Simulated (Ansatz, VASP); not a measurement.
# Sn: VASP beside Ansatz

Contents of INCAR:

```
SYSTEM = Sn
PREC = Accurate
ENCUT = 520
EDIFF = 1E-7
ISMEAR = -1
SIGMA = 0.02
LREAL = .FALSE.
LASPH = .TRUE.
NELM = 80
ALGO = Normal
ISIF = 2
LWAVE = .FALSE.
LCHARG = .FALSE.
GGA = PE
NBANDS = 36
```

The input KPOINTS:

```
regular mesh
0
G
  6 6 4
  0 0 0
```

Contents of POSCAR:

```
Sn
1.0
    4.6117668702      0.0000000000      0.0000000000
   -2.3058834351      3.9939072659      0.0000000000
    0.0000000000      0.0000000000      7.6329265945
Sn
4
Direct
    0.3333333333      0.6666666667      0.0008430696
    0.6666666667      0.3333333333      0.5008430696
    0.3333333333      0.6666666667      0.3741569304
    0.6666666667      0.3333333333      0.8741569304
```

Input for Ansatz:

```yaml
crystal:
  lattice:
    - [4.6117668702, 0.0, 0.0]
    - [-2.3058834351, 3.9939072659, 0.0]
    - [0.0, 0.0, 7.6329265945]
  atoms:
    - { symbol: Sn, position: [0.3333333333, 0.6666666667, 0.0008430696] }
    - { symbol: Sn, position: [0.6666666667, 0.3333333333, 0.5008430696] }
    - { symbol: Sn, position: [0.3333333333, 0.6666666667, 0.3741569304] }
    - { symbol: Sn, position: [0.6666666667, 0.3333333333, 0.8741569304] }
kpoints:
  mp_grid: { grid: [6, 6, 4] }
  band_path:
    path:
      - [0.0, 0.0, 0.0]
      - [0.5, 0.0, 0.0]
      - [0.3333333333, 0.3333333333, 0.0]
      - [0.0, 0.0, 0.5]
      - [0.5, 0.0, 0.5]
      - [0.3333333333, 0.3333333333, 0.5]
      - [0.0, 0.0, -0.068685]
      - [0.0, 0.0, 0.227865]
    npoints: 1
hamiltonian:
  xc: pbe
scf:
  occupations: { method: fermi_dirac, width: 0.02 }
  n_extra_bands: 5
output:
  forces: true
  stress: true
  eigenvalues: true
  write_density: true
  write_potential: true
  elf: true
  volumetric_format: npy
```

Change from the starting cell: epitaxial_xy strain -0.5%.

Alike in both runs: task single point; functional PBE; k mesh 6 × 6 × 4; occupations fermi-dirac, width 0.02 eV; no spin polarisation.

|  | VASP | Ansatz |
| --- | --- | --- |
| version | VASP 6.6.1 | Ansatz 0.2.0 |
| potentials or method | VASP PAW PBE potentials, release 64 (Sn_d) | plane waves, PAW |
| plane-wave cutoff (eV) | 520 | 420 |
| valence electrons in the cell | 56 | 56 |

Ansatz gave:

* pressure (GPa): 1.9
* largest component of the traceless stress (GPa): 0.44
* rms of the force components (eV/Å): 0.010

Estimate VASP's values.

pressure (GPa): 1.8; largest component of the traceless stress (GPa): 0.45; rms of the force components (eV/Å): 0.011.

Atom by atom the forces differ by 0.001 eV/Å (rms over components).

Caveats: spin-orbit coupling is left out, which moves the levels of the heavy elements.
